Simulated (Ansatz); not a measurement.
# InGaN2: the cost of one run

Program: Ansatz 0.2.0. Level of theory: DFT PBE, scalar-relativistic, plane waves, PAW. These are calculated values, not measurements.

### Step 1. The starting structure

It takes space group Fd-3m (No. 227, cubic). Conventional cell: a = 7.851 Å, b = 7.851 Å, c = 7.851 Å, α = 90.00°, β = 90.00°, γ = 90.00°. Around In (site symmetry -43m) lie 12 N at 3.25 Å and 4 In at 3.40 Å and 4 Ga at 3.40 Å. Ga (site symmetry -43m) is surrounded by 4 N at 1.70 Å. Around N (site symmetry -3m) lie 2 Ga at 1.70 Å.

Structure file:

```xyz
8
Lattice="0.0000 3.9256 3.9256 3.9256 0.0000 3.9256 3.9256 3.9256 0.0000" Properties=species:S:1:pos:R:3 pbc="T T T"
In    3.9256    3.9256    3.9256
In    5.8884    5.8884    5.8884
Ga    1.9628    1.9628    1.9628
Ga    0.0000    0.0000    0.0000
N     0.9814    0.9814    0.9814
N     0.9814    2.9442    2.9442
N     2.9442    2.9442    0.9814
N     2.9442    0.9814    2.9442
```

A structure generator made this guess: species swapped into a database cell of CsCoO2 (Fd-3m, No. 227), with In on the Cs sites, Ga on the Co sites and N on the O sites. Its size is a rough estimate.

### Step 2. Probe: one point on a coarse mesh

The input, input.yaml:

```yaml
crystal:
  lattice:
    - [0.0, 3.92557728, 3.92557728]
    - [3.92557728, 0.0, 3.92557728]
    - [3.92557728, 3.92557728, 0.0]
  atoms:
    - { symbol: In, position: [0.5, 0.5, 0.5] }
    - { symbol: In, position: [0.75, 0.75, 0.75] }
    - { symbol: Ga, position: [0.25, 0.25, 0.25] }
    - { symbol: Ga, position: [0.0, 0.0, 0.0] }
    - { symbol: "N", position: [0.125, 0.125, 0.125] }
    - { symbol: "N", position: [0.625, 0.125, 0.125] }
    - { symbol: "N", position: [0.125, 0.125, 0.625] }
    - { symbol: "N", position: [0.125, 0.625, 0.125] }
basis:
  ecutwfc: 420
kpoints:
  mp_grid: { grid: [4, 4, 4] }
hamiltonian:
  xc: pbe
scf:
  occupations: { method: gaussian, width: 0.1 }
  lower_state_search: "off"
output:
  forces: true
  stress: true
  eigenvalues: true
```

On the command line:

```bash
$ ansatz run input.yaml --threads 1 --pin off --max-ram 2560MiB --backend cpu --events-out ev --progress --plain --runs-dir out
```

What time and memory should one allow on 1 thread of Intel Xeon at 2.50GHz (Skylake/Cascade Lake), shared host?

About 5.7 s, with a peak of 0.42 GiB.
